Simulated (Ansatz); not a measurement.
# Copper, beta-Sn type under RPBE: structure, energy and stiffness, part 2 of 2

What does RPBE give for copper in the beta-Sn type structure? We relax it, solve it on a dense k-mesh, then scale the cell to 7 volumes from 88 to 112 % of the relaxed one and try a fit of the equation of state. Spin polarisation is left out. The k-meshes are 14×14×10 for the relaxation; 26×26×12 for the dense run; 18×18×9 for the volumes.

Ansatz 0.2.0; DFT, RPBE, plane waves (420 eV) with PAW, scalar-relativistic. The steps go on from the part before.

## Step 3: Single point on a dense mesh

Contents of input.yaml:

```yaml
crystal:
  lattice:
    - [-1.7462659571, 1.4368665483, 1.2808525451]
    - [1.4368665483, -1.7462659571, 1.2808525451]
    - [3.2692254373, 3.2692254373, -1.847518129]
  atoms:
    - { symbol: Cu, position: [0.9585120015, 0.0414879985, 0.0] }
    - { symbol: Cu, position: [0.7914879985, 0.2085120015, 0.5] }
hamiltonian:
  xc: rpbe
  pseudopotentials:
    kind: paw
    azcp:
      Cu: "pseudopotentials/Cu.paw.azcp"
basis:
  ecutwfc: 420
  fft_grid_basis: typed
kpoints:
  mp_grid: { grid: [26, 26, 12], shift: [0, 0, 0] }
magnetization:
  spin_polarized: false
scf:
  occupations: { method: fermi_dirac, width: 0.1 }
output:
  write_density: true
  write_potential: true
  elf: true
  volumetric_format: npy
```

Launch:

```console
$ ansatz run input.yaml --threads 2 --pin off --max-ram 5120MiB --backend cpu --events-out ev --progress --plain --runs-dir out
```

What it wrote, shortened:

```text
Warning: RAYON_NUM_THREADS=2 ignored (pool sized by the plan → 2); use --threads N
[...]
Pseudopotentials: kind: paw
Pseudopotential: Cu, paw, valence charge 19, recommended cutoff 420 eV (normal), <dir>
Functional definition: RPBE
[...]
Crystal: 2 atoms, lattice volume = 24.839 Å³
Basis set: ecut = 420 eV, 525 PW (Γ)
Bands: 23, of which v1, the nominal top of the filled ones, is band 19 counted from 1 (18 counted from 0)
Symmetry: 4 space group operations
Space group: C2/c (ITA 15), of the structure as read, at distance tolerance 2.9e-5 Å
k-points: 2121 of 8112
[...]
SCF iter   1: F=—  HF=-13260.730927 eV  |F-HF|=—  |Δ(HF+E_count)|=         —  Δρ=9.03e-3  dr2=1.01e-2  ethr=1.77e-3  ⟨swp⟩=4.6  Hψ=177702  notcnv=0
[...]
SCF iter   6: F=-13260.729202 eV  HF=-13260.729202 eV  |F-HF|=1.09e-11  |Δ(HF+E_count)|=   2.12e-9  Δρ=3.99e-7  dr2=2.30e-11  ethr=1.45e-11  ⟨swp⟩=1.4  Hψ=131565  notcnv=0
[...]
SCF converged after 6 iterations
Free energy (F): -13260.729202 eV
[...]
E sigma→0 (E₀):  -13260.718432 eV
Entropy (-TS):   -0.021540 eV (-10.770 meV/atom)
Fermi energy:    15.859103 eV
[...]
--- Band table (eV; the first three rows and the last of 2121) ---
  k-point 0: bands = ["-96.7328", "-96.7222", "-54.0642", "-53.9936", "-53.9935", "-53.9803", "-53.9803", "-53.9768", "6.8427", "11.0569", "13.0095", "13.0658", "13.0671", "13.2587", "13.2591", "13.5246", "13.5277", "14.2192", "14.2219", "14.9481", "19.3827", "36.7545", "36.8074"]
[...]
```

It took 21 s on 2 threads of Intel Xeon 6975P-C (Granite Rapids), shared host; peak memory 1.1 GiB.

Density in a lattice plane of the grid's cell (edges 2.60 and 4.98 Å, at 0.041 of the third edge), which holds Cu.

Ten even steps from ' ' (0.14 e/Å³) to '@' (57.05 e/Å³):
```
++..              ..--**
..                  ....
                        
                        
                        
                        
                        
                        
                ....    
              ..::--..  
              ::----..  
              ......    
                        
                        
                        
                        
                        
....                  ..
**--..              ::++
@@==..            ..==@@
```
Columns run along the first of these edges and rows up along the second, over one cell in 12 and 20 even steps from the bottom left corner. Atoms in the plane (fractional): Cu at (0.96, 0.00).

ELF in the same plane.

Ten even steps from '0' (0.16) to '9' (0.89):
```
731000000257
210000000123
000001000000
000011000000
001111100000
001111100000
000110000000
000100000000
000100011210
000000124421
000000135520
000000123210
011000001000
011000000000
000000000000
000001111000
000000110000
321000100012
852000000137
962000000269
```
Columns run along the first of these edges and rows up along the second, over one cell in 12 and 20 even steps from the bottom left corner. Atoms in the plane (fractional): Cu at (0.96, 0.00).

Both are smooth fields of the valence electrons: close to the nuclei they are not physical.

## Step 4: The cell scaled to 88 % of its volume

Contents of input.yaml:

```yaml
crystal:
  lattice:
    - [-1.6734186765, 1.3769261823, 1.2274204637]
    - [1.3769261823, -1.6734186765, 1.2274204637]
    - [3.1328463355, 3.1328463355, -1.7704470099]
  atoms:
    - { symbol: Cu, position: [0.9585120015, 0.0414879985, 0.0] }
    - { symbol: Cu, position: [0.7914879985, 0.2085120015, 0.5] }
hamiltonian:
  xc: rpbe
  pseudopotentials:
    kind: paw
    azcp:
      Cu: "pseudopotentials/Cu.paw.azcp"
basis:
  ecutwfc: 420
  fft_grid_basis: typed
kpoints:
  mp_grid: { grid: [18, 18, 9], shift: [0, 0, 0] }
magnetization:
  spin_polarized: false
scf:
  occupations: { method: fermi_dirac, width: 0.1 }
  lower_state_search: "off"
output:
  stress: true
```

Launch:

```console
$ ansatz run input.yaml --threads 2 --pin off --max-ram 5120MiB --backend cpu --events-out ev --progress --plain --runs-dir out
```

What it wrote, shortened:

```text
Warning: RAYON_NUM_THREADS=2 ignored (pool sized by the plan → 2); use --threads N
[...]
Pseudopotentials: kind: paw
Pseudopotential: Cu, paw, valence charge 19, recommended cutoff 420 eV (normal), <dir>
Functional definition: RPBE
[...]
Crystal: 2 atoms, lattice volume = 21.858 Å³
Basis set: ecut = 420 eV, 391 PW (Γ)
Bands: 23, of which v1, the nominal top of the filled ones, is band 19 counted from 1 (18 counted from 0)
Symmetry: 4 space group operations
Space group: C2/c (ITA 15), of the structure as read, at distance tolerance 2.8e-5 Å
k-points: 775 of 2916
[...]
SCF iter   1: F=—  HF=-13260.553444 eV  |F-HF|=—  |Δ(HF+E_count)|=         —  Δρ=8.75e-3  dr2=8.11e-3  ethr=1.77e-3  ⟨swp⟩=5.3  Hψ=66007  notcnv=0
[...]
SCF iter   6: F=-13260.551953 eV  HF=-13260.551953 eV  |F-HF|=9.09e-12  |Δ(HF+E_count)|=  9.57e-10  Δρ=5.35e-7  dr2=2.90e-11  ethr=6.95e-12  ⟨swp⟩=1.7  Hψ=55811  notcnv=0
[...]
SCF converged after 6 iterations
Free energy (F): -13260.551953 eV
[...]
E sigma→0 (E₀):  -13260.540456 eV
Entropy (-TS):   -0.022995 eV (-11.498 meV/atom)
Fermi energy:    18.631740 eV
[...]
--- Stress (GPa, compression-positive) ---
       21.656846       0.204551       0.076388
        0.204551      21.656846       0.076388
        0.076388       0.076388      21.304913
  P = ⅓ Tr σ = 21.5395 GPa (215.395 kbar)
```

Wall time 7.7 s (2 threads of Intel Xeon 6975P-C (Granite Rapids), shared host); peak memory 0.59 GiB.

## Step 5: The cell scaled to 92 % of its volume

input.yaml: that of step 4 with these lines changed.

```diff
@@ -2,5 +2,5 @@
   lattice:
-    - [-1.6734186765, 1.3769261823, 1.2274204637]
-    - [1.3769261823, -1.6734186765, 1.2274204637]
-    - [3.1328463355, 3.1328463355, -1.7704470099]
+    - [-1.6983987575, 1.3974803497, 1.2457428734]
+    - [1.3974803497, -1.6983987575, 1.2457428734]
+    - [3.1796121307, 3.1796121307, -1.7968754885]
   atoms:
```

Launch:

```console
$ ansatz run input.yaml --threads 2 --pin off --max-ram 5120MiB --backend cpu --events-out ev --progress --plain --runs-dir out
```

What it wrote, shortened:

```text
Warning: RAYON_NUM_THREADS=2 ignored (pool sized by the plan → 2); use --threads N
[...]
Pseudopotentials: kind: paw
Pseudopotential: Cu, paw, valence charge 19, recommended cutoff 420 eV (normal), <dir>
Functional definition: RPBE
[...]
Crystal: 2 atoms, lattice volume = 22.851 Å³
Basis set: ecut = 420 eV, 451 PW (Γ)
Bands: 23, of which v1, the nominal top of the filled ones, is band 19 counted from 1 (18 counted from 0)
Symmetry: 4 space group operations
Space group: C2/c (ITA 15), of the structure as read, at distance tolerance 2.8e-5 Å
k-points: 775 of 2916
[...]
SCF iter   1: F=—  HF=-13260.658054 eV  |F-HF|=—  |Δ(HF+E_count)|=         —  Δρ=8.89e-3  dr2=8.85e-3  ethr=1.77e-3  ⟨swp⟩=4.8  Hψ=65081  notcnv=0
[...]
SCF iter   6: F=-13260.656449 eV  HF=-13260.656449 eV  |F-HF|=2.18e-11  |Δ(HF+E_count)|=   1.23e-9  Δρ=6.69e-7  dr2=3.73e-11  ethr=7.18e-12  ⟨swp⟩=1.7  Hψ=54586  notcnv=0
[...]
SCF converged after 6 iterations
Free energy (F): -13260.656449 eV
[...]
E sigma→0 (E₀):  -13260.644674 eV
Entropy (-TS):   -0.023550 eV (-11.775 meV/atom)
Fermi energy:    17.616371 eV
[...]
--- Stress (GPa, compression-positive) ---
       12.634165       0.209491       0.071591
        0.209491      12.634165       0.071591
        0.071591       0.071591      12.318498
  P = ⅓ Tr σ = 12.5289 GPa (125.289 kbar)
```

Wall time 5.7 s (2 threads of Intel Xeon 6975P-C (Granite Rapids), shared host); peak memory 0.6 GiB.

## Step 6: The cell scaled to 96 % of its volume

input.yaml: that of step 5 with these lines changed.

```diff
@@ -2,5 +2,5 @@
   lattice:
-    - [-1.6983987575, 1.3974803497, 1.2457428734]
-    - [1.3974803497, -1.6983987575, 1.2457428734]
-    - [3.1796121307, 3.1796121307, -1.7968754885]
+    - [-1.7226648754, 1.4174470523, 1.2635416049]
+    - [1.4174470523, -1.7226648754, 1.2635416049]
+    - [3.2250412988, 3.2250412988, -1.8225486069]
   atoms:
@@ -26 +26,5 @@
   stress: true
+  write_density: true
+  write_potential: true
+  elf: true
+  volumetric_format: npy
```

Launch:

```console
$ ansatz run input.yaml --threads 2 --pin off --max-ram 5120MiB --backend cpu --events-out ev --progress --plain --runs-dir out
```

What it wrote, shortened:

```text
Warning: RAYON_NUM_THREADS=2 ignored (pool sized by the plan → 2); use --threads N
[...]
Pseudopotentials: kind: paw
Pseudopotential: Cu, paw, valence charge 19, recommended cutoff 420 eV (normal), <dir>
Functional definition: RPBE
[...]
Crystal: 2 atoms, lattice volume = 23.845 Å³
Basis set: ecut = 420 eV, 463 PW (Γ)
Bands: 23, of which v1, the nominal top of the filled ones, is band 19 counted from 1 (18 counted from 0)
Symmetry: 4 space group operations
Space group: C2/c (ITA 15), of the structure as read, at distance tolerance 2.9e-5 Å
k-points: 775 of 2916
[...]
SCF iter   1: F=—  HF=-13260.713093 eV  |F-HF|=—  |Δ(HF+E_count)|=         —  Δρ=9.06e-3  dr2=9.70e-3  ethr=1.77e-3  ⟨swp⟩=4.7  Hψ=64846  notcnv=0
[...]
SCF iter   6: F=-13260.711388 eV  HF=-13260.711388 eV  |F-HF|=1.82e-12  |Δ(HF+E_count)|=   2.05e-9  Δρ=4.24e-7  dr2=2.45e-11  ethr=1.27e-11  ⟨swp⟩=4.9  Hψ=98658  notcnv=0
[...]
SCF converged after 6 iterations
Free energy (F): -13260.711388 eV
[...]
E sigma→0 (E₀):  -13260.699409 eV
Entropy (-TS):   -0.023959 eV (-11.979 meV/atom)
Fermi energy:    16.689264 eV
[...]
--- Stress (GPa, compression-positive) ---
        5.568827       0.214072       0.068226
        0.214072       5.568827       0.068226
        0.068226       0.068226       5.277423
  P = ⅓ Tr σ = 5.4717 GPa (54.717 kbar)
--- Band table (eV; the first three rows and the last of 775) ---
  k-point 0: bands = ["-95.9793", "-95.9664", "-53.3177", "-53.2325", "-53.2325", "-53.2171", "-53.2170", "-53.2148", "7.3874", "11.6853", "13.7394", "13.7996", "13.8010", "14.0060", "14.0064", "14.2883", "14.2916", "15.0276", "15.0306", "15.6799", "20.4328", "37.9408", "38.2633"]
[...]
```

It took 11 s on 2 threads of Intel Xeon 6975P-C (Granite Rapids), shared host; peak memory 0.63 GiB.

## Step 7: The cell scaled to 100 % of its volume

input.yaml: that of step 6 with these lines changed.

```diff
@@ -2,5 +2,5 @@
   lattice:
-    - [-1.7226648754, 1.4174470523, 1.2635416049]
-    - [1.4174470523, -1.7226648754, 1.2635416049]
-    - [3.2250412988, 3.2250412988, -1.8225486069]
+    - [-1.7462659571, 1.4368665483, 1.2808525451]
+    - [1.4368665483, -1.7462659571, 1.2808525451]
+    - [3.2692254373, 3.2692254373, -1.847518129]
   atoms:
@@ -26,5 +26 @@
   stress: true
-  write_density: true
-  write_potential: true
-  elf: true
-  volumetric_format: npy
```

Launch:

```console
$ ansatz run input.yaml --threads 2 --pin off --max-ram 5120MiB --backend cpu --events-out ev --progress --plain --runs-dir out
```

What it wrote, shortened:

```text
Warning: RAYON_NUM_THREADS=2 ignored (pool sized by the plan → 2); use --threads N
[...]
Pseudopotentials: kind: paw
Pseudopotential: Cu, paw, valence charge 19, recommended cutoff 420 eV (normal), <dir>
Functional definition: RPBE
[...]
Crystal: 2 atoms, lattice volume = 24.839 Å³
Basis set: ecut = 420 eV, 525 PW (Γ)
Bands: 23, of which v1, the nominal top of the filled ones, is band 19 counted from 1 (18 counted from 0)
Symmetry: 4 space group operations
Space group: C2/c (ITA 15), of the structure as read, at distance tolerance 2.9e-5 Å
k-points: 775 of 2916
[...]
SCF iter   1: F=—  HF=-13260.729255 eV  |F-HF|=—  |Δ(HF+E_count)|=         —  Δρ=9.13e-3  dr2=1.04e-2  ethr=1.77e-3  ⟨swp⟩=4.6  Hψ=64890  notcnv=0
[...]
SCF iter   6: F=-13260.727484 eV  HF=-13260.727484 eV  |F-HF|=1.09e-11  |Δ(HF+E_count)|=   2.19e-9  Δρ=3.98e-7  dr2=2.28e-11  ethr=1.45e-11  ⟨swp⟩=2.2  Hψ=56076  notcnv=0
[...]
SCF converged after 6 iterations
Free energy (F): -13260.727484 eV
[...]
E sigma→0 (E₀):  -13260.715371 eV
Entropy (-TS):   -0.024226 eV (-12.113 meV/atom)
Fermi energy:    15.839302 eV
[...]
--- Stress (GPa, compression-positive) ---
        0.031524       0.218448       0.065659
        0.218448       0.031524       0.065659
        0.065659       0.065659      -0.240431
  P = ⅓ Tr σ = -0.0591 GPa (-0.591 kbar)
```

Run time: 6.5 s. Hardware: 2 threads of Intel Xeon 6975P-C (Granite Rapids), shared host; peak memory 0.62 GiB.

## Step 8: The cell scaled to 104 % of its volume

input.yaml: that of step 7 with these lines changed.

```diff
@@ -2,5 +2,5 @@
   lattice:
-    - [-1.7462659571, 1.4368665483, 1.2808525451]
-    - [1.4368665483, -1.7462659571, 1.2808525451]
-    - [3.2692254373, 3.2692254373, -1.847518129]
+    - [-1.769245776, 1.4557748555, 1.297707801]
+    - [1.4557748555, -1.769245776, 1.297707801]
+    - [3.312246495, 3.312246495, -1.8718303661]
   atoms:
```

Launch:

```console
$ ansatz run input.yaml --threads 2 --pin off --max-ram 5120MiB --backend cpu --events-out ev --progress --plain --runs-dir out
```

What it wrote, shortened:

```text
Warning: RAYON_NUM_THREADS=2 ignored (pool sized by the plan → 2); use --threads N
[...]
Pseudopotentials: kind: paw
Pseudopotential: Cu, paw, valence charge 19, recommended cutoff 420 eV (normal), <dir>
Functional definition: RPBE
[...]
Crystal: 2 atoms, lattice volume = 25.832 Å³
Basis set: ecut = 420 eV, 525 PW (Γ)
Bands: 23, of which v1, the nominal top of the filled ones, is band 19 counted from 1 (18 counted from 0)
Symmetry: 4 space group operations
Space group: C2/c (ITA 15), of the structure as read, at distance tolerance 3.0e-5 Å
k-points: 775 of 2916
[...]
SCF iter   1: F=—  HF=-13260.714956 eV  |F-HF|=—  |Δ(HF+E_count)|=         —  Δρ=9.13e-3  dr2=1.08e-2  ethr=1.77e-3  ⟨swp⟩=4.6  Hψ=64962  notcnv=0
[...]
SCF iter   6: F=-13260.713144 eV  HF=-13260.713144 eV  |F-HF|=2.55e-11  |Δ(HF+E_count)|=   1.92e-9  Δρ=3.16e-7  dr2=1.44e-11  ethr=1.80e-11  ⟨swp⟩=2.3  Hψ=57671  notcnv=0
[...]
SCF converged after 6 iterations
Free energy (F): -13260.713144 eV
[...]
E sigma→0 (E₀):  -13260.700955 eV
Entropy (-TS):   -0.024378 eV (-12.189 meV/atom)
Fermi energy:    15.057112 eV
[...]
--- Stress (GPa, compression-positive) ---
       -4.310236       0.222472       0.063273
        0.222472      -4.310236       0.063273
        0.063273       0.063273      -4.563656
  P = ⅓ Tr σ = -4.3947 GPa (-43.947 kbar)
```

Run time: 6 s. Hardware: 2 threads of Intel Xeon 6975P-C (Granite Rapids), shared host; peak memory 0.64 GiB.

## Step 9: The cell scaled to 108 % of its volume

input.yaml: that of step 8 with these lines changed.

```diff
@@ -2,5 +2,5 @@
   lattice:
-    - [-1.769245776, 1.4557748555, 1.297707801]
-    - [1.4557748555, -1.769245776, 1.297707801]
-    - [3.312246495, 3.312246495, -1.8718303661]
+    - [-1.7916436699, 1.4742043417, 1.314136226]
+    - [1.4742043417, -1.7916436699, 1.314136226]
+    - [3.3541781172, 3.3541781172, -1.895526937]
   atoms:
```

Launch:

```console
$ ansatz run input.yaml --threads 2 --pin off --max-ram 5120MiB --backend cpu --events-out ev --progress --plain --runs-dir out
```

What it wrote, shortened:

```text
Warning: RAYON_NUM_THREADS=2 ignored (pool sized by the plan → 2); use --threads N
[...]
Pseudopotentials: kind: paw
Pseudopotential: Cu, paw, valence charge 19, recommended cutoff 420 eV (normal), <dir>
Functional definition: RPBE
[...]
Crystal: 2 atoms, lattice volume = 26.826 Å³
Basis set: ecut = 420 eV, 549 PW (Γ)
Bands: 23, of which v1, the nominal top of the filled ones, is band 19 counted from 1 (18 counted from 0)
Symmetry: 4 space group operations
Space group: C2/c (ITA 15), of the structure as read, at distance tolerance 3.0e-5 Å
k-points: 775 of 2916
[...]
SCF iter   1: F=—  HF=-13260.676792 eV  |F-HF|=—  |Δ(HF+E_count)|=         —  Δρ=9.04e-3  dr2=1.11e-2  ethr=1.77e-3  ⟨swp⟩=4.6  Hψ=64991  notcnv=0
[...]
SCF iter   6: F=-13260.674955 eV  HF=-13260.674955 eV  |F-HF|=1.13e-8  |Δ(HF+E_count)|=   1.81e-7  Δρ=9.39e-6  dr2=2.18e-8  ethr=2.63e-10  ⟨swp⟩=4.0  Hψ=65156  notcnv=0
[...]
SCF converged after 6 iterations
Free energy (F): -13260.674955 eV
[...]
E sigma→0 (E₀):  -13260.662732 eV
Entropy (-TS):   -0.024446 eV (-12.223 meV/atom)
Fermi energy:    14.334850 eV
[...]
--- Stress (GPa, compression-positive) ---
       -7.706158       0.223828       0.060601
        0.223828      -7.706158       0.060601
        0.060601       0.060601      -7.941056
  P = ⅓ Tr σ = -7.7845 GPa (-77.845 kbar)
```

Run time: 7 s. Hardware: 2 threads of Intel Xeon 6975P-C (Granite Rapids), shared host; peak memory 0.64 GiB.

## Step 10: The cell scaled to 112 % of its volume

input.yaml: that of step 9 with these lines changed.

```diff
@@ -2,5 +2,5 @@
   lattice:
-    - [-1.7916436699, 1.4742043417, 1.314136226]
-    - [1.4742043417, -1.7916436699, 1.314136226]
-    - [3.3541781172, 3.3541781172, -1.895526937]
+    - [-1.8134951365, 1.4921842155, 1.3301638572]
+    - [1.4921842155, -1.8134951365, 1.3301638572]
+    - [3.3950867601, 3.3950867601, -1.9186453976]
   atoms:
```

Launch:

```console
$ ansatz run input.yaml --threads 2 --pin off --max-ram 5120MiB --backend cpu --events-out ev --progress --plain --runs-dir out
```

What it wrote, shortened:

```text
Warning: RAYON_NUM_THREADS=2 ignored (pool sized by the plan → 2); use --threads N
[...]
Pseudopotentials: kind: paw
Pseudopotential: Cu, paw, valence charge 19, recommended cutoff 420 eV (normal), <dir>
Functional definition: RPBE
[...]
Crystal: 2 atoms, lattice volume = 27.819 Å³
Basis set: ecut = 420 eV, 549 PW (Γ)
Bands: 23, of which v1, the nominal top of the filled ones, is band 19 counted from 1 (18 counted from 0)
Symmetry: 4 space group operations
Space group: C2/c (ITA 15), of the structure as read, at distance tolerance 3.0e-5 Å
k-points: 775 of 2916
[...]
SCF iter   1: F=—  HF=-13260.619988 eV  |F-HF|=—  |Δ(HF+E_count)|=         —  Δρ=8.89e-3  dr2=1.11e-2  ethr=1.77e-3  ⟨swp⟩=4.6  Hψ=65092  notcnv=0
[...]
SCF iter   6: F=-13260.618159 eV  HF=-13260.618159 eV  |F-HF|=1.48e-8  |Δ(HF+E_count)|=   2.03e-7  Δρ=9.38e-6  dr2=2.13e-8  ethr=2.63e-10  ⟨swp⟩=4.0  Hψ=65136  notcnv=0
[...]
SCF converged after 6 iterations
Free energy (F): -13260.618159 eV
[...]
E sigma→0 (E₀):  -13260.605930 eV
Entropy (-TS):   -0.024458 eV (-12.229 meV/atom)
Fermi energy:    13.665764 eV
[...]
--- Stress (GPa, compression-positive) ---
      -10.351799       0.222465       0.057776
        0.222465     -10.351799       0.057776
        0.057776       0.057776     -10.569326
  P = ⅓ Tr σ = -10.4243 GPa (-104.243 kbar)
```

Run time: 8.3 s. Hardware: 2 threads of Intel Xeon 6975P-C (Granite Rapids), shared host; peak memory 0.65 GiB.

## Step 11: Fitting the volumes

All volumes keep the relaxed shape and fractional coordinates.

| V (Å³/atom) | E − E₀ (meV/atom) | P from the stress (GPa) | P from the fit (GPa) |
| --- | --- | --- | --- |
| 10.929 | 87.5 | 21.54 | 21.50 |
| 11.426 | 35.3 | 12.53 | 12.49 |
| 11.922 | 8.0 | 5.47 | 5.44 |
| 12.419 | 0.0 | -0.06 | -0.07 |
| 12.916 | 7.2 | -4.39 | -4.40 |
| 13.413 | 26.3 | -7.78 | -7.79 |
| 13.910 | 54.7 | -10.42 | -10.43 |

Fit (Birch-Murnaghan, third order): V₀ = 12.412 Å³/atom, B₀ = 122 GPa, B₀′ = 5.1, largest residual 0.01 meV/atom.

## Step 12: Results

What follows sums up all 2 parts.

| quantity | value |
| --- | --- |
| space group (spins left aside) | P6_3/mmc (No. 194) |
| conventional cell | a = 2.599 Å, c = 4.246 Å (c/a = 1.634) |
| volume | 12.419 Å³/atom |
| shortest distance | 2.599 Å |
| gap on the mesh | none (levels filled in part) |
| relative to fcc | +8 meV/atom |
| V₀, B₀, B₀′ | 12.412 Å³/atom, 122 GPa, 5.1 |

From the guessed start the volume grew by 0.2 % in 30 steps. The cell has left its prototype: it ends as hcp. What follows belongs to that structure, not to the type named at the start. The mesh has less symmetry than the lattice, which may have let the distortion in. It lies 8 meV/atom above the element's reference form at the same level (fcc, from a run of its own). No gap shows: it is a metal or semimetal at this level. The fitted modulus is 122 GPa; letting shape and positions relax at each volume could only lower it.
